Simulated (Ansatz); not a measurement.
# BeTe (zincblende type): maximally localised Wannier functions, part 2 of 3

Aim: build maximally localised Wannier functions for BeTe (zincblende type) from several sets of trial orbitals, and check spreads and centres, and how well the models interpolate the bands. Plan: PBE, anion s p, 6×6×6; PBE, anion s p, 4×4×4; PBE, anion s p, 8×8×8; PBE, anion p, 6×6×6; PBE, all s p, disentangled, 6×6×6; r2SCAN, anion s p, 6×6×6; r2SCAN, anion p, 6×6×6; r2SCAN, all s p, disentangled, 6×6×6; HSE06, anion s p, 6×6×6 (level, trial orbitals, Wannier mesh).

Ansatz 0.2.0; plane waves, PAW; no spin-orbit coupling unless a run is so named.

## Step 5: PBE, anion p, 6×6×6

input.yaml reads:

```yaml
crystal:
  lattice:
    - [0.0, 2.8286236224, 2.8286236224]
    - [2.8286236224, 0.0, 2.8286236224]
    - [2.8286236224, 2.8286236224, 0.0]
  atoms:
    - { symbol: Be, position: [0.0, 0.0, 0.0] }
    - { symbol: Te, position: [0.25, 0.25, 0.25] }
kpoints:
  mp_grid: { grid: [6, 6, 6] }
  band_path:
    path:
      - [[0.0, 0.0, 0.0], [-0.5, -0.5, -1.40506151269e-33], [-0.375, -0.375, 0.25]]
      - [[-0.375, -1.63790699814e-17, 0.375], [0.0, 0.0, 0.0], [-1.09193799876e-17, -1.09193799876e-17, 0.5], [-0.5, -0.25, 0.25], [-0.5, -0.5, -1.40506151269e-33]]
    npoints: 10
hamiltonian:
  xc: pbe
scf:
  occupations: { method: fixed }
  n_extra_bands: 6
output:
  forces: false
  stress: false
  eigenvalues: true
  wannier:
    kmesh: [6, 6, 6]
    projections: [{ species: Te, l: p, shell: 5 }]
    minimise: true
    write_hr: true
    conv_tol: 1.0e-08
    max_iter: 3000
```

Run with:

```
ansatz run input.yaml --threads 4 --pin off --max-ram 3686MiB --backend cpu --events-out ev --progress --plain --runs-dir out
```

The program printed:

```text
Warning: RAYON_NUM_THREADS=4 ignored (pool sized by the plan → 4); use --threads N
scf.n_extra_bands = 6 over 9 filled bands (N_el = 18.0): the run solves 15 bands
Engine: ansatz 0.2.0, aarch64-unknown-linux-gnu
Pseudopotentials: kind: paw
Pseudopotential: Be, paw, valence charge 2, recommended cutoff 420 eV (normal), Be.paw.azcp
Pseudopotential: Te, paw, valence charge 16, recommended cutoff 420 eV (normal), Te.paw.azcp
Functional definition: PBE
  parameter kappa = 0.804
  parameter beta = 0.06672455060314922
  exchange = pbe_x(kappa = kappa, mu = beta*pi^2/3)
  correlation = pbe_c(beta = beta)
Crystal: 2 atoms, lattice volume = 45.264 Å³
Basis set: ecut = 420 eV, 893 PW (Γ)
Bands: 15, of which v1, the nominal top of the filled ones, is band 9 counted from 1 (8 counted from 0)
Symmetry: 24 space group operations
Space group: F-43m (ITA 216), of the structure as read, at distance tolerance 3.6e-5 Å
k-points: 16 of 216 (time reversal used)
Non-local potential: Be, projectors of the file, l = 0: 2, l = 1: 2, l = 2: 1
Non-local potential: Te, projectors of the file, l = 0: 2, l = 1: 2, l = 2: 2, l = 3: 2
PAW form: soft (Blöchl's): semilocal exchange-correlation on the pseudo side does not see the compensation charge
PAW one-centre angular grid: Be, 110 points (default); XC on 64 Gauss nodes
PAW one-centre angular grid: Te, 590 points (default); XC on 64 Gauss nodes
Initial density: superposition of atomic densities (neutral atoms: chi_scale 0, normalization atom), corrected by the library's trained network
Initial wavefunctions: pseudopotential atomic-orbital guess
Functional: x = pbe(κ = 0.804, μ = 0.2195149727645171), c = pbe(β = 0.06672455060314922)
SCF iter   1: F=—  HF=-7073.439244 eV  |F-HF|=—  |Δ(HF+E_count)|=         —  Δρ=5.69e-4  dr2=2.09e-4  ethr=1.77e-3  ⟨swp⟩=5.2  Hψ=1227  notcnv=0  defer=50
preconditioner: auto → none  [insulator: Δε(μ)=2.022 eV  Ē_g=11.832 eV  n_scr=14 (ndim 8)  ℏωp=15.6 eV  f_vac=0.010  ε∞_Penn≈2.7]
SCF iter   2: F=—  HF=-7073.439092 eV  |F-HF|=—  |Δ(HF+E_count)|=   1.52e-4  Δρ=3.66e-4  dr2=8.92e-5  ethr=1.16e-6  ⟨swp⟩=2.4  Hψ=551  notcnv=0  defer=60
SCF iter   3: F=—  HF=-7073.439074 eV  |F-HF|=—  |Δ(HF+E_count)|=   1.76e-5  Δρ=1.92e-4  dr2=1.36e-5  ethr=4.96e-7  ⟨swp⟩=2.5  Hψ=287  notcnv=0  defer=60
SCF iter   4: F=—  HF=-7073.439098 eV  |F-HF|=—  |Δ(HF+E_count)|=   2.38e-5  Δρ=1.10e-4  dr2=1.05e-5  ethr=7.55e-8  ⟨swp⟩=2.0  Hψ=354  notcnv=0  defer=64
SCF iter   5: F=—  HF=-7073.439095 eV  |F-HF|=—  |Δ(HF+E_count)|=   2.79e-6  Δρ=6.43e-5  dr2=3.56e-6  ethr=5.85e-8  ⟨swp⟩=1.0  Hψ=210  notcnv=0  defer=64
SCF iter   6: F=—  HF=-7073.439094 eV  |F-HF|=—  |Δ(HF+E_count)|=   1.29e-6  Δρ=2.10e-5  dr2=3.86e-7  ethr=1.98e-8  ⟨swp⟩=2.1  Hψ=299  notcnv=0  defer=64
SCF iter   7: F=-7073.439094 eV  HF=-7073.439094 eV  |F-HF|=3.14e-8  |Δ(HF+E_count)|=   1.35e-7  Δρ=6.56e-6  dr2=3.65e-8  ethr=5.56e-10  ⟨swp⟩=6.8  Hψ=1223  notcnv=0
SCF 1 converged in 7 iterations: F = -7073.439094 eV  dr2 = 3.65e-8
NSCF: frozen V_eff on 62 k-points
NSCF: frozen V_eff on 19 k-points
the Wannier pass solved 19 of the 216 points of its mesh, and has the states at the others by symmetry: states obtained by the crystal's operations at points that were solved too leave a residual of 2.93e-13 eV (read by the count's bands and the next), within 6.67e-6 eV
SCF converged after 7 iterations
Free energy (F): -7073.439094 eV
Harris-Foulkes:  -7073.439094 eV  (|F-HF|=3.14e-8)
Internal energy: -7073.439094 eV  (E = F + TS)
E sigma→0 (E₀):  -7073.439094 eV
Fermi energy:    7.232886 eV
--- Per-component energies (eV) ---
  E_band       = -270.490230
  E_kinetic    = 199.527214
  E_local      = -1380.764051  (includes V_loc(G=0)·N_el)
  E_nonlocal   = -305.149080
  E_hartree    = 861.371330
  E_xc         = -143.234035
  E_vxc        = -123.962476  (∫ρ·V_xc dr)
  E_paw        = -4722.764582  (= ΣΔE_a)
  E_vpaw       = -382.877203  (= ΣTr[D̂ρ^β])
  E_aug_tail   = -0.000180  (compensation charges beyond the density's cutoff)
  E_ewald      = -1582.425711
  E_smearing   = -0.000000  (= −TS)
  E_closure    = -0.000000  (closes the sum)
  Σ components = -7073.439094   (vs F -7073.439094, Δ=0.00e0)
--- Band table (eV; the first three rows and the last of 16) ---
  k-point 0: bands = ["-28.9673", "-28.9673", "-28.9673", "-28.9553", "-28.9553", "-4.9767", "7.2329", "7.2329", "7.2329", "10.8706", "10.8706", "10.8706", "10.9598", "15.5227", "17.6469"]
  k-point 1: bands = ["-28.9669", "-28.9666", "-28.9666", "-28.9552", "-28.9552", "-4.7235", "5.2704", "6.8642", "6.8642", "10.6849", "11.4041", "11.4041", "12.9435", "16.1475", "16.4177"]
  k-point 2: bands = ["-28.9659", "-28.9653", "-28.9653", "-28.9548", "-28.9548", "-4.0929", "2.8495", "6.3343", "6.3343", "10.3964", "11.8702", "11.8702", "14.9892", "16.5296", "16.9172"]
  k-point 15: bands = ["-28.9668", "-28.9631", "-28.9612", "-28.9563", "-28.9535", "-3.1675", "2.5237", "3.9181", "4.2165", "10.9677", "11.5263", "14.5447", "14.8350", "18.2024", "18.9267"]
Wannier search: line search 1 of at most 3000: gauge-dependent spread (as the search counts it) 0.6261148 Å², largest recent change 7.2e-2 Å² and fall left 9.9e-5 Å² against conv_tol 1.0e-8 Å², 0 stops escaped
```

Run time: 2 s. Hardware: 4 threads of Arm Neoverse N1, shared host; peak memory 0.29 GiB.

wannier.win, as written (k points left out):

```
! ansatz wannier90 interface
! projections by site (counted from 0) and shell: 1 5P
! states of the run's bands (counted from 1): 7-9
! their least projectability: 0.7487
num_bands = 3
num_wann  = 3
num_iter  = 2000
conv_tol = 1e-8
conv_window = 5
guiding_centres = true
write_hr = true

begin unit_cell_cart
Ang
  0.0  2.8286236224  2.8286236224
  2.8286236224  0.0  2.8286236224
  2.8286236224  2.8286236224  0.0
end unit_cell_cart

begin atoms_frac
Be  0.0  0.0  0.0
Te  0.25  0.25  0.25
end atoms_frac

mp_grid = 6 6 6
```

wannier.win names the bands that the functions span: 7-9 (counted from 1; 9 are filled).

The head of wannier.spreads.toml:

```toml
omega_i_ang2 = 8.171503405780363
omega_d_ang2 = 0.005018848023379933
omega_od_ang2 = 0.30930556300873757
omega_total_ang2 = 8.485827816812481
least_projectability = 0.7487257019003292
b_vectors_match_mmn = true
n_iter = 27
converged = true
rejected_fitted_steps = 0
```

The functions (centres in Å, on-site energies from the top of the filled bands):

```
n      x      y      z  spread (Å²)  on-site (eV)  nearest atoms  distance (Å)
1  1.176  1.291  1.291        2.829        -2.812            Te2          0.30
2  1.537  1.653  1.291        2.829        -2.812            Te2          0.30
3  1.537  1.291  1.653        2.829        -2.812            Te2          0.30
```

The largest hoppings ⟨m, 0|H|n, R⟩, one of each Hermitian pair (signs follow the phases of the functions):

```csv
m,n,R,distance (Å),t (eV)
3,3,1 -1 0,4.00,0.596
2,2,1 0 -1,4.00,0.596
1,1,1 0 0,4.00,0.596
3,2,0 1 -1,3.49,0.393
2,1,0 0 1,3.49,0.393
3,1,0 1 0,3.49,-0.393
1,1,0 1 0,4.00,0.339
2,2,0 0 1,4.00,0.339
```

Interpolated bands at the corners of the path, eV from the top of the filled bands:

| point | e1 | e2 | e3 |
| --- | --- | --- | --- |
| Γ | 0.00 | 0.00 | 0.00 |
| X | -5.04 | -2.59 | -2.59 |
| U | -4.68 | -3.80 | -2.19 |
| K | -4.69 | -3.79 | -2.19 |
| Γ | 0.00 | 0.00 | 0.00 |
| L | -5.45 | -1.11 | -1.11 |
| W | -4.50 | -3.65 | -3.15 |
| X | -5.04 | -2.59 | -2.59 |

Along the path each interpolated band stays within 0.07, 0.04, 0.03 eV of the nearest computed level, from the lowest band up.

## Step 6: PBE, all s p, disentangled, 6×6×6

Edit input.yaml of step 5 so:

```diff
@@ -19,3 +19,3 @@
   occupations: { method: fixed }
-  n_extra_bands: 6
+  n_extra_bands: 8
 output:
@@ -26,3 +26,7 @@
     kmesh: [6, 6, 6]
-    projections: [{ species: Te, l: p, shell: 5 }]
+    projections:
+      - { species: Te, l: s, shell: 5 }
+      - { species: Te, l: p, shell: 5 }
+      - { species: Be, l: s, shell: 2 }
+      - { species: Be, l: p, shell: 2 }
     minimise: true
@@ -31 +35,2 @@
     max_iter: 3000
+    disentanglement: { window: [-18.77, 25.25], frozen_window: [-0.77, 10.75] }
```

Run with:

```
ansatz run input.yaml --threads 4 --pin off --max-ram 3686MiB --backend cpu --events-out ev --progress --plain --runs-dir out
```

The program printed:

```text
Warning: RAYON_NUM_THREADS=4 ignored (pool sized by the plan → 4); use --threads N
Be: the file doesn't list 2p, so it is added from the neutral free atom; the dataset's partial waves leave at most 6.5e-4 of an orbital's norm unspanned inside its sphere
scf.n_extra_bands = 8 over 9 filled bands (N_el = 18.0): the run solves 17 bands
[... 9 set-up lines as earlier in the session ...]
Crystal: 2 atoms, lattice volume = 45.264 Å³
Basis set: ecut = 420 eV, 893 PW (Γ)
Bands: 17, of which v1, the nominal top of the filled ones, is band 9 counted from 1 (8 counted from 0)
[... 2 set-up lines as earlier in the session ...]
k-points: 16 of 216 (time reversal used)
[... 8 set-up lines as earlier in the session ...]
SCF iter   1: F=—  HF=-7073.439228 eV  |F-HF|=—  |Δ(HF+E_count)|=         —  Δρ=5.50e-4  dr2=1.89e-4  ethr=1.77e-3  ⟨swp⟩=5.3  Hψ=1325  notcnv=0  defer=82
preconditioner: auto → none  [insulator: Δε(μ)=2.022 eV  Ē_g=13.205 eV  n_scr=14 (ndim 8)  ℏωp=15.6 eV  f_vac=0.010  ε∞_Penn≈2.4]
SCF iter   2: F=—  HF=-7073.439087 eV  |F-HF|=—  |Δ(HF+E_count)|=   1.41e-4  Δρ=3.44e-4  dr2=7.52e-5  ethr=1.05e-6  ⟨swp⟩=2.5  Hψ=581  notcnv=0  defer=92
SCF iter   3: F=—  HF=-7073.439074 eV  |F-HF|=—  |Δ(HF+E_count)|=   1.31e-5  Δρ=1.83e-4  dr2=1.14e-5  ethr=4.18e-7  ⟨swp⟩=2.4  Hψ=307  notcnv=0  defer=91
SCF iter   4: F=—  HF=-7073.439097 eV  |F-HF|=—  |Δ(HF+E_count)|=   2.33e-5  Δρ=1.00e-4  dr2=8.57e-6  ethr=6.34e-8  ⟨swp⟩=2.0  Hψ=366  notcnv=0  defer=96
SCF iter   5: F=—  HF=-7073.439095 eV  |F-HF|=—  |Δ(HF+E_count)|=   2.34e-6  Δρ=5.75e-5  dr2=2.81e-6  ethr=4.76e-8  ⟨swp⟩=1.0  Hψ=222  notcnv=0  defer=95
SCF iter   6: F=—  HF=-7073.439094 eV  |F-HF|=—  |Δ(HF+E_count)|=   1.05e-6  Δρ=1.69e-5  dr2=2.49e-7  ethr=1.56e-8  ⟨swp⟩=2.2  Hψ=328  notcnv=0  defer=94
SCF iter   7: F=-7073.439094 eV  HF=-7073.439094 eV  |F-HF|=2.11e-8  |Δ(HF+E_count)|=   8.83e-8  Δρ=5.39e-6  dr2=2.41e-8  ethr=5.56e-10  ⟨swp⟩=7.6  Hψ=1387  notcnv=0
SCF 1 converged in 7 iterations: F = -7073.439094 eV  dr2 = 2.41e-8
NSCF: frozen V_eff on 62 k-points
NSCF: frozen V_eff on 19 k-points
the Wannier pass solved 19 of the 216 points of its mesh, and has the states at the others by symmetry: states obtained by the crystal's operations at points that were solved too leave a residual of 2.24e-13 eV (read by the count's bands and the next), within 6.67e-6 eV
NSCF: frozen V_eff on 19 k-points
the Wannier pass solved 19 of the 216 points of its mesh, and has the states at the others by symmetry: states obtained by the crystal's operations at points that were solved too leave a residual of 2.77e-13 eV (read by the count's bands and the next), within 6.67e-6 eV
SCF converged after 7 iterations
Free energy (F): -7073.439094 eV
Harris-Foulkes:  -7073.439094 eV  (|F-HF|=2.11e-8)
Internal energy: -7073.439094 eV  (E = F + TS)
E sigma→0 (E₀):  -7073.439094 eV
Fermi energy:    7.232892 eV
--- Per-component energies (eV) ---
  E_band       = -270.489664
  E_kinetic    = 199.527247
  E_local      = -1380.763417  (includes V_loc(G=0)·N_el)
  E_nonlocal   = -305.149079
  E_hartree    = 861.370632
  E_xc         = -143.234026
  E_vxc        = -123.962465  (∫ρ·V_xc dr)
  E_paw        = -4722.764558  (= ΣΔE_a)
  E_vpaw       = -382.877141  (= ΣTr[D̂ρ^β])
  E_aug_tail   = -0.000180  (compensation charges beyond the density's cutoff)
  E_ewald      = -1582.425711
  E_smearing   = -0.000000  (= −TS)
  E_closure    = 0.000000  (closes the sum)
  Σ components = -7073.439094   (vs F -7073.439094, Δ=0.00e0)
--- Band table (eV; the first three rows and the last of 16) ---
  k-point 0: bands = ["-28.9673", "-28.9673", "-28.9673", "-28.9553", "-28.9553", "-4.9767", "7.2329", "7.2329", "7.2329", "10.8706", "10.8706", "10.8706", "10.9598", "15.5227", "17.6469", "17.6469", "18.5053"]
  k-point 1: bands = ["-28.9668", "-28.9665", "-28.9665", "-28.9552", "-28.9552", "-4.7235", "5.2704", "6.8642", "6.8642", "10.6849", "11.4041", "11.4041", "12.9435", "16.1475", "16.4177", "16.4177", "18.1692"]
  k-point 2: bands = ["-28.9659", "-28.9652", "-28.9652", "-28.9547", "-28.9547", "-4.0929", "2.8495", "6.3343", "6.3343", "10.3964", "11.8702", "11.8702", "14.9892", "16.5296", "16.9172", "16.9172", "19.7680"]
  k-point 15: bands = ["-28.9668", "-28.9630", "-28.9612", "-28.9563", "-28.9535", "-3.1675", "2.5237", "3.9181", "4.2165", "10.9677", "11.5263", "14.5447", "14.8350", "18.2024", "18.9267", "20.2000", "20.9690"]
Wannier search: line search 1 of at most 3000: gauge-dependent spread (as the search counts it) 29.5844978 Å², largest recent change 1.3e1 Å² and fall left 4.3e0 Å² against conv_tol 1.0e-8 Å², 0 stops escaped
WARN: <dir> by an estimate from the overlaps, the levels of the selected subspace lie 0.022 eV from the frozen bands on average, midway between mesh points. Up to 0.02 eV counts as a good interpolation. More projections, another frozen window or a finer output.wannier.kmesh can bring them closer
```

Run time: 4.9 s. Hardware: 4 threads of Arm Neoverse N1, shared host; peak memory 0.38 GiB.

The windows are typed on the program's own energy scale, on which the last band filled by count tops at 7.23 eV.

The head of wannier.spreads.toml:

```toml
omega_i_ang2 = 14.302423582436148
omega_d_ang2 = 0.3409928621380017
omega_od_ang2 = 5.4377332446704045
omega_total_ang2 = 20.081149689244555
least_projectability = 0.0031873640539204764
b_vectors_match_mmn = true
n_iter = 53
converged = true
rejected_fitted_steps = 0
dis_converged = true
dis_n_iter = 69
dis_n_moved = 1
dis_level_miss = 0.022055732974519557
```

The functions (centres in Å, on-site energies from the top of the filled bands):

```
n       x       y       z  spread (Å²)  on-site (eV)  nearest atoms  distance (Å)
1   1.926   0.770   1.926        2.021        -3.107            Te2          0.97
2   1.926   1.926   0.770        2.021        -3.107            Te2          0.97
3   0.770   1.926   1.926        2.021        -3.107            Te2          0.97
4   0.884   0.884   0.884        2.313        -2.477            Te2          0.92
5  -0.017  -0.017   2.812        3.606         4.028            Te2          2.42
6   0.231  -0.276   0.231        2.699         4.007            Be1          0.43
7  -0.276   0.231   0.231        2.699         4.007            Be1          0.43
8   0.231   0.231  -0.276        2.699         4.007            Be1          0.43
```

The largest hoppings ⟨m, 0|H|n, R⟩, one of each Hermitian pair (moduli):

| m | n | R | distance (Å) | |t| (eV) |
| --- | --- | --- | --- | --- |
| 2 | 4 | 0 0 0 | 1.48 | 2.406 |
| 3 | 4 | 0 0 0 | 1.48 | 2.406 |
| 1 | 4 | 0 0 0 | 1.48 | 2.406 |
| 2 | 3 | 0 0 0 | 1.63 | 2.133 |
| 1 | 2 | 0 0 0 | 1.63 | 2.133 |
| 1 | 3 | 0 0 0 | 1.63 | 2.133 |
| 4 | 6 | 0 0 0 | 1.48 | 1.731 |
| 4 | 8 | 0 0 0 | 1.48 | 1.731 |
| 4 | 7 | 0 0 0 | 1.48 | 1.731 |
| 3 | 7 | 1 0 0 | 1.91 | 1.361 |
| 2 | 8 | 0 0 1 | 1.91 | 1.361 |
| 1 | 6 | 0 1 0 | 1.91 | 1.361 |
| 3 | 6 | 1 0 0 | 1.40 | 1.237 |
| 2 | 6 | 0 0 1 | 1.40 | 1.237 |

Interpolated bands at the corners of the path, eV from the top of the filled bands:

```csv
point,e1,e2,e3,e4,e5,e6,e7,e8
Γ,-10.38,0.00,0.00,0.00,3.64,3.64,3.64,3.93
X,-10.42,-5.04,-2.59,-2.59,2.02,2.70,9.96,9.96
U,-10.44,-4.70,-3.83,-2.17,2.70,6.09,8.25,9.48
K,-10.43,-4.68,-3.85,-2.17,2.71,6.12,8.23,9.45
Γ,-10.38,0.00,0.00,0.00,3.64,3.64,3.64,3.93
L,-10.87,-5.45,-1.11,-1.11,3.05,5.01,5.01,8.53
W,-10.39,-4.51,-3.72,-3.16,5.53,5.65,5.69,11.13
X,-10.42,-5.04,-2.59,-2.59,2.02,2.70,9.96,9.96
```

Along the path each interpolated band stays within 1.83, 0.02, 0.11, 0.03, 0.20, 0.85, 0.62, 0.94 eV of the nearest computed level, from the lowest band up; bands outside the frozen window needn't match, and between the mesh's points a coarse mesh lets the others stray too.

Misses of an eV or more mean that the model does not follow those bands.

The least projectability is 0.00: some state is hardly reached by the trial orbitals.

(Part 2 of 3 ends here.)
